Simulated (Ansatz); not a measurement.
## Relaxing InAs

Computed with Ansatz, DFT r2SCAN, scalar-relativistic, plane waves, PAW. Cutoff 500 eV, Γ-centred k mesh, Gaussian smearing, no spin polarisation in the final step.

This is the end of a relaxation of cell and atoms.

```
CELL_PARAMETERS angstrom
0.00000 3.05356 3.05356
3.05356 0.00000 3.05356
3.05356 3.05356 0.00000
ATOMIC_POSITIONS crystal
In 0.25000 0.25000 0.25000
As 0.00000 0.00000 0.00000
```

Formation energies are uncorrected and refer to the elements' standard structures at the same level.

**Question.** What space group does it have?

**Answer.** F-43m (No. 216). Conventional cell: a = 6.107 Å. In has 4 As at 2.64 Å; As has 4 In at 2.64 Å.

**Question.** How far does it lie from the elements in energy?

**Answer.** -0.388 eV/atom.

**Question.** Is it a metal?

**Answer.** No, the gap on the 10×10×10 mesh is 0.09 eV.

The final run used a 10×10×10 mesh on its 2-atom cell and 0.01 eV smearing.

Cost: 2 runs of about 0.53 core-minutes in all, on Arm Neoverse V2 (shared hosts).